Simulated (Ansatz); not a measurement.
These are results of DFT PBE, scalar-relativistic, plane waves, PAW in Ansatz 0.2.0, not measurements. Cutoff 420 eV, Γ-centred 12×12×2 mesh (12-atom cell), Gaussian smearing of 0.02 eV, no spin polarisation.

Formation energies are uncorrected and count from the elements' standard states at the same level.

Question: Find a candidate trigonal wide-gap insulator that holds Mg and 2 more elements, with a gap near 3.3 eV, a formation energy near −2.45 eV/atom and a density near 4.03 g/cm³, in a cell of 12 atoms. Its symmetry should be P-3m1 (No. 164).

Answer: Mg5ZnO6, space group P-3m1 (No. 164). Mg on a site of symmetry 3m is surrounded by 6 O at 2.11–2.13 Å; around Mg on a second site of symmetry 3m lie 6 O at 2.13 Å; Zn is surrounded by 6 O at 2.16 Å; O on its first site is surrounded by 3 Mg at 2.11 Å and 3 Zn at 2.16 Å; 3 more sites not described.

```cif
data_structure
_symmetry_space_group_name_H-M 'P 1'
_symmetry_Int_Tables_number 1
_cell_length_a 3.0188
_cell_length_b 3.0188
_cell_length_c 14.7673
_cell_angle_alpha 90.000
_cell_angle_beta 90.000
_cell_angle_gamma 120.000
_cell_volume 116.55
loop_
_atom_site_label
_atom_site_type_symbol
_atom_site_fract_x
_atom_site_fract_y
_atom_site_fract_z
_atom_site_occupancy
Mg1 Mg 0.33333 0.66667 0.83230 1
Mg2 Mg 0.66667 0.33333 0.16770 1
Mg3 Mg 0.33333 0.66667 0.33390 1
Mg4 Mg 0.00000 0.00000 0.50000 1
Mg5 Mg 0.66667 0.33333 0.66610 1
Zn1 Zn 0.00000 0.00000 0.00000 1
O1 O 0.66667 0.33333 0.91339 1
O2 O 0.33333 0.66667 0.08661 1
O3 O 0.00000 0.00000 0.25086 1
O4 O 0.66667 0.33333 0.41695 1
O5 O 0.33333 0.66667 0.58305 1
O6 O 0.00000 0.00000 0.74914 1
```

* Volume per atom: 9.71 Å³
* Density: 4.03 g/cm³
* Formation energy: −2.450 eV/atom
* Gap on the 12×12×2 mesh of the 12-atom cell: 3.30 eV

The structure comes from a generated guess, relaxed at this level; another structure or a mixture of phases may lie lower. The answer needn't be unique; the calculation gave this one.

Kohn–Sham gaps at this level usually fall short of measured ones. A later test with randomly moved atoms came back to the same energy, though modes that don't fit the test's cell weren't probed.
